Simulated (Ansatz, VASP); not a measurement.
Nb in VASP and in Ansatz

```
CELL_PARAMETERS angstrom
0.00000 2.13248 2.13248
2.13248 0.00000 2.13248
2.13248 2.13248 0.00000
ATOMIC_POSITIONS crystal
Nb 0.00000 0.00000 0.00000
```

Change from the starting cell: volume scaled by 1.025.

Alike in both runs: task single point; functional PBEsol; k mesh 13 × 13 × 13; occupations fermi-dirac, width 0.08 eV; no spin polarisation.

```csv
,VASP,Ansatz
version,VASP 6.6.1,Ansatz 0.2.0
potentials or method,"VASP PAW PBE potentials, release 64 (Nb_sv), cutoff 520 eV","all-electron LAPW, scalar-relativistic"
```

|  | VASP | Ansatz | Ansatz less VASP |
| --- | --- | --- | --- |
| pressure (GPa) | -10.5 | -10.2 | +0.28 |

Ansatz ran all-electron here, so the differences hold the error of VASP's frozen core and of both bases.

Caveats: the PAW data sets were made with another functional, which shifts forces and pressure a little (VASP).
